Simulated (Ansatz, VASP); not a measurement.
# Pd in VASP and in Ansatz

```xyz
1
Lattice="0.0000 1.9053 1.9053 1.9053 0.0000 1.9053 1.9053 1.9053 0.0000" Properties=species:S:1:pos:R:3 pbc="T T T"
Pd    0.0000    0.0000    0.0000
```

Change from the starting cell: volume scaled by 0.95, LAPW.

Alike in both runs: task single point; functional PBEsol; k mesh 19 × 19 × 19; occupations fermi-dirac, width 0.05 eV; no spin polarisation.

|  | VASP | Ansatz |
| --- | --- | --- |
| version | VASP 6.6.1 | Ansatz 0.2.0 |
| potentials or method | VASP PAW PBE potentials, release 64 (Pd), cutoff 520 eV | all-electron LAPW, scalar-relativistic |

|  | VASP | Ansatz | Ansatz less VASP |
| --- | --- | --- | --- |
| pressure (GPa) | 11.6 | 12.0 | +0.38 |

Ansatz ran all-electron here, so the differences hold the error of VASP's frozen core and of both bases.

Caveats: the PAW data sets were made with another functional, which shifts forces and pressure a little (VASP).
